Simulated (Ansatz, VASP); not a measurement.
# One calculation of AlN, two programs

Contents of INCAR:

```
SYSTEM = AlN
ALGO     = Normal         ! electronic algorithm
EDIFF    = 1E-7           ! SCF threshold, eV
ENCUT    = 520            ! plane-wave cutoff, eV
GGA      = PE             ! functional
ISIF     = 2              ! what is computed and relaxed
ISMEAR   = 0              ! smearing method
LASPH    = .True.         ! aspherical terms in the spheres
LCHARG   = .False.        ! write CHGCAR
LREAL    = .False.        ! projectors in reciprocal space
LWAVE    = .False.        ! write WAVECAR
NBANDS   = 16             ! bands
NELM     = 60             ! most SCF steps
PREC     = Accurate       ! precision mode
SIGMA    = 0.05           ! smearing width, eV
```

Contents of KPOINTS:

```
k-points
0
Gamma
  9 9 6
  0 0 0
```

The input POSCAR:

```
AlN
1.0
    3.3134793403      0.0000000000      0.0000000000
   -1.6567396702      2.8695572836      0.0000000000
    0.0000000000      0.0000000000      3.9363000000
Al N
2 2
Direct
    0.3333333333      0.6666666667      0.7500000000
    0.6666666667      0.3333333333      0.2500000000
    0.3333333333      0.6666666667      0.2500000000
    0.6666666667      0.3333333333      0.7500000000
```

Input for Ansatz:

```yaml
crystal:
  lattice:
    - [3.3134793403, 0.0, 0.0]
    - [-1.6567396702, 2.8695572836, 0.0]
    - [0.0, 0.0, 3.9363]
  atoms:
    - { symbol: Al, position: [0.3333333333, 0.6666666667, 0.75] }
    - { symbol: Al, position: [0.6666666667, 0.3333333333, 0.25] }
    - { symbol: "N", position: [0.3333333333, 0.6666666667, 0.25] }
    - { symbol: "N", position: [0.6666666667, 0.3333333333, 0.75] }
basis:
  ecutwfc: 520.0
kpoints:
  mp_grid: { grid: [9, 9, 6] }
hamiltonian:
  xc: pbe
  pseudopotentials: { kind: paw, azcp: { folder: soft_1 } }
scf:
  occupations: { method: gaussian, width: 0.05 }
output:
  forces: true
  stress: true
  eigenvalues: true
  write_density: true
  write_potential: true
  elf: true
  volumetric_format: npy
```

Alike in both runs: task single point; functional PBE; k mesh 9 × 9 × 6; occupations gaussian, width 0.05 eV; no spin polarisation.

|  | VASP | Ansatz |
| --- | --- | --- |
| version | VASP 6.6.1 | Ansatz 0.2.0 |
| potentials or method | VASP PAW PBE potentials, release 64 (Al, N) | scalar-relativistic, plane waves, PAW |
| plane-wave cutoff (eV) | 520 | 520 |
| valence electrons in the cell | 16 | 16 |

|  | VASP | Ansatz | Ansatz less VASP |
| --- | --- | --- | --- |
| gap on the k mesh at the Fermi level (eV) | 3.86 | 3.85 | -0.011 |
| least direct gap on the mesh (eV) | 3.86 | 3.85 | -0.011 |
| pressure (GPa) | 13.9 | 14.1 | +0.15 |
| largest component of the traceless stress (GPa) | 9.90 | 9.72 | -0.176 |

With one functional, cell and mesh, what is left measures potentials, basis and numerics.

Caveats: an odd mesh through Γ misses points on the zone boundary, where band edges often lie. As with any semilocal functional, this PBE gap is likely too small.
